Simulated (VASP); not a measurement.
# Sc (I4/mmm) in VASP: single point with PBE

Aim: the single point of Sc with PBE.

All numbers are computed with VASP 6.6.1; they aren't measurements. Logs are shortened: lines on timing, memory, paths and dates and some standing lists are left out, and cuts for length are marked.

## 1. The crystal as given

Symmetry: I4/mmm, No. 139, tetragonal system. Conventional cell: a = 3.834 Å, b = 3.834 Å, c = 3.435 Å, α = 90.00°, β = 90.00°, γ = 90.00°. Around Sc (site symmetry 4/mmm) lie 10 Sc at 3.21 to 3.44 Å.

This isn't the form of Sc at room conditions, which is hcp.

## 2. Single point, PBE

INCAR reads:

```
SYSTEM = Sc
  PREC = Accurate
  ENCUT = 520
  EDIFF = 1E-6
  ISMEAR = 0
  SIGMA = 0.1
  LREAL = .FALSE.
  LASPH = .TRUE.
  NELM = 100
  ALGO = Fast
  ISIF = 2
  LWAVE = .FALSE.
  LCHARG = .FALSE.
  GGA = PE
  NBANDS = 12
```

KPOINTS reads:

```
regular mesh
0
G
  8 8 8
  0 0 0
```

POSCAR reads:

```
Sc
1.0
   -1.9172054859      1.9172054859      1.7176030000
    1.9172054859     -1.9172054859      1.7176030000
    1.9172054859      1.9172054859     -1.7176030000
Sc
1
Direct
    0.0000000000      0.0000000000      0.0000000000
```

Potentials or basis: VASP PAW PBE potentials, release 64 (Sc_sv).

Started as:

```sh
$ cat potpaw_PBE.64/Sc_sv/POTCAR > POTCAR
$ mpirun -np 1 vasp_std > vasp.out
```

OUTCAR:

```text
SYSTEM = Sc
   PREC = Accurate
   ENCUT = 520
   EDIFF = 1E-6
   ISMEAR = 0
   LREAL = .FALSE.
   LASPH = .TRUE.
   NELM = 100
   ISIF = 2
   GGA = PE

 ion  position               nearest neighbor table
   1  0.000  0.000  0.000-

  LATTYP: Found a body centered tetragonal cell.
 ALAT       =     3.8344109718
 C/A-ratio  =     0.8958888406

  Lattice vectors:

 A1 = (  -1.9172054859,   1.9172054859,   1.7176030000)
 A2 = (   1.9172054859,  -1.9172054859,   1.7176030000)
 A3 = (   1.9172054859,   1.9172054859,  -1.7176030000)

Analysis of symmetry for initial positions (statically):
=====================================================================
 Subroutine PRICEL returns:
 Original cell was already a primitive cell.

 Routine SETGRP: Setting up the symmetry group for a
 body centered tetragonal supercell.

 Subroutine GETGRP returns: Found 16 space group operations
 (whereof 16 operations were pure point group operations)
 out of a pool of 16 trial point group operations.

The static configuration has the point symmetry D_4h.

Analysis of symmetry for dynamics (positions and initial velocities):
=====================================================================
 Subroutine PRICEL returns:
 Original cell was already a primitive cell.

 Routine SETGRP: Setting up the symmetry group for a
 body centered tetragonal supercell.

 Subroutine GETGRP returns: Found 16 space group operations
 (whereof 16 operations were pure point group operations)
 out of a pool of 16 trial point group operations.

The dynamic configuration has the point symmetry D_4h.

 Subroutine INISYM returns: Found 16 space group operations
 (whereof 16 operations are pure point group operations),
 and found     1 'primitive' translations

----------------------------------------------------------------------------------------

                                     Primitive cell

  volume of cell :      25.2534

  direct lattice vectors                    reciprocal lattice vectors
    -1.917205486  1.917205486  1.717603000     0.000000000  0.260796249  0.291103357
     1.917205486 -1.917205486  1.717603000     0.260796249  0.000000000  0.291103357
     1.917205486  1.917205486 -1.717603000     0.260796249  0.260796249  0.000000000

  length of vectors
     3.209597142  3.209597142  3.209597142     0.390839927  0.390839927  0.368821593

  position of ions in fractional coordinates (direct lattice)
     0.000000000  0.000000000  0.000000000

[... 84 lines left out ...]
   TEBEG  =    0.0;   TEEND  =   0.0 temperature during run
   PSTRESS=    0.0 pullay stress
   NELECT =      11.0000    total number of electrons
   NUPDOWN=      -1.0000    fix difference up-down
   EMIN   =  10.00;   EMAX   =-10.00  energy-range for DOS
   EFERMI =   0.00;   METHOD = LEGACY
   ISMEAR =     0;   SIGMA  =   0.10  broadening in eV -4-tet -1-fermi 0-gaus
   EFERMI_NEDOS =   21; number of points for ismear=-14 and -15
   IALGO  =     68    algorithm
   IMIX   =      4    mixing-type and parameters
     AMIX     =   0.40;   BMIX     =  1.00
     AMIX_MAG =   1.60;   BMIX_MAG =  1.00
  volume/ion in A,a.u.               =      25.25       170.42
  Fermi-wavevector in a.u.,A,eV,Ry     =   1.240983  2.345117 20.953486  1.540038
  Thomas-Fermi vector in A             =   2.375400
   LORBIT       =      0    0 simple, 1 ext, 2 COOP (PROOUT), +10 PAW based schemes
   GGA     = PE    functional components
   LHFCALC =     F    Hartree Fock is set to
   AEXX    =    0.0000 exact exchange contribution
   IVDW    =     0    specifies the selected vdW correction
   LEPSILON=     F    determine dielectric tensor
   LRPA    =     F    only Hartree local field effects (RPA)
 non-spin polarized calculation
 RMM-DIIS sequential band-by-band and
 Gauss-broadening in eV      SIGMA  =   0.10
  energy-cutoff  :      520.00
  volume of cell :       25.25
 maximum number of plane-waves:       706
   NGX = 11   NGY = 11   NGZ = 11

 number of electron      11.0000004 magnetization

 Free energy of the ion-electron system (eV)
  ---------------------------------------------------
  ext. energy  EPLUGINS =         0.00000000
  ---------------------------------------------------
  free energy    TOTEN  =        -6.14671630 eV

  energy without entropy =       -6.13520944  energy(sigma->0) =       -6.14096287

 E-fermi :   3.6317     XC(G=0):  -9.7839

 val. band max:        3.6276012994   @ k =   0.2500   0.2500   0.2500
 cond. band min:       3.6361666142   @ k =   0.3750   0.2500   0.1250
 fundamental gap:      0.0085653149
 Fermi energy:         3.6316705750

 k-point     1 :       0.0000    0.0000    0.0000
  band No.  band energies     occupation
      1     -45.9947      2.00000
      2     -24.4264      2.00000
      3     -24.4264      2.00000
      4     -24.3952      2.00000
      5      -1.5371      2.00000
      6       4.6602      0.00000
      7       5.3489      0.00000
      8       5.3489      0.00000
      9       5.9850      0.00000
     10       6.7554      0.00000
     11      17.0444      0.00000
     12      17.0444      0.00000
[... 331 lines left out ...]
 k-point    24 :       0.3750    0.1250    0.1250
  band No.  band energies     occupation
      1     -45.9330      2.00000
      2     -24.7238      2.00000
      3     -24.5683      2.00000
      4     -24.4831      2.00000
      5       2.5532      2.00000
      6       3.5204      1.88429
      7       3.9034      0.00012
      8       6.5004      0.00000
      9       7.0310      0.00000
     10       8.6653      0.00000
     11      10.4147      0.00000
     12      12.7888      0.00000

 [... further k-points ...]

------------------------ aborting loop because EDIFF is reached ----------------------------------------

  FORCE on cell =-STRESS in cart. coord.  units (eV):
  Direction    XX          YY          ZZ          XY          YZ          ZX
  --------------------------------------------------------------------------------------
  -------------------------------------------------------------------------------------
  Total       -0.1967210     -0.1967210     -0.0204890      0.0000000      0.0000000      0.0000000
  in kB      -12.4807646    -12.4807646     -1.2999063      0.0000000      0.0000000      0.0000000
  external PRESSURE =      -8.7538118 kB  Pullay stress =       0.0000000 kB

 VOLUME and BASIS-vectors are now :
 -----------------------------------------------------------------------------
  energy-cutoff  :      520.00
  volume of cell :       25.25
      direct lattice vectors                 reciprocal lattice vectors
    -1.917205486  1.917205486  1.717603000     0.000000000  0.260796249  0.291103357
     1.917205486 -1.917205486  1.717603000     0.260796249  0.000000000  0.291103357
     1.917205486  1.917205486 -1.717603000     0.260796249  0.260796249  0.000000000

 POSITION                                       TOTAL-FORCE (eV/Angst)
 -----------------------------------------------------------------------------------
      0.00000      0.00000      0.00000         0.000000      0.000000     -0.000000
 -----------------------------------------------------------------------------------
    total drift:                               -0.000000     -0.000000      0.000000

  FREE ENERGIE OF THE ION-ELECTRON SYSTEM (eV)
  ---------------------------------------------------
  free  energy   TOTEN  =        -6.1467163042 eV

  energy  without entropy=       -6.1352094352  energy(sigma->0) =       -6.14096287
```

OSZICAR:

```text
N       E                     dE             d eps       ncg     rms          rms(c)
DAV:   1     0.743420674646E+02    0.74342E+02   -0.50513E+03  1416   0.888E+02
DAV:   2    -0.543032085524E+01   -0.79772E+02   -0.78257E+02  1416   0.285E+02
DAV:   3    -0.688730038231E+01   -0.14570E+01   -0.14303E+01  1900   0.496E+01
DAV:   4    -0.691130489028E+01   -0.24005E-01   -0.23975E-01  1800   0.525E+00
DAV:   5    -0.691167451878E+01   -0.36963E-03   -0.36963E-03  1852   0.573E-01    0.525E+00
RMM:   6    -0.621813827999E+01    0.69354E+00   -0.72522E-01  1468   0.110E+01    0.164E+00
RMM:   7    -0.615428043999E+01    0.63858E-01   -0.73020E-01  1819   0.706E+00    0.891E-01
RMM:   8    -0.615021288352E+01    0.40676E-02   -0.62556E-02  1517   0.358E+00    0.540E-01
RMM:   9    -0.614690832467E+01    0.33046E-02   -0.21237E-02  1665   0.142E+00    0.129E-01
RMM:  10    -0.614662996066E+01    0.27836E-03   -0.42199E-03  1864   0.676E-01    0.567E-02
RMM:  11    -0.614674402136E+01   -0.11406E-03   -0.11244E-03  1844   0.204E-01    0.388E-02
RMM:  12    -0.614671247455E+01    0.31547E-04   -0.11136E-04  1641   0.148E-01    0.381E-03
RMM:  13    -0.614671557415E+01   -0.30996E-05   -0.33885E-05  1625   0.561E-02    0.548E-03
RMM:  14    -0.614671630423E+01   -0.73008E-06   -0.28868E-06  1447   0.266E-02
   1 F= -.61467163E+01 E0= -.61409629E+01  d E =-.115069E-01
```

Run time: 22 s. Hardware: 1 thread of AMD EPYC 7R43 (Zen 3), shared host; peak memory 0.11 GiB.

Results:

```
Free energy            : -6.1467 eV
Pressure               : -0.9 GPa
Band gap on the k mesh : none (metal or under the smearing width)
```
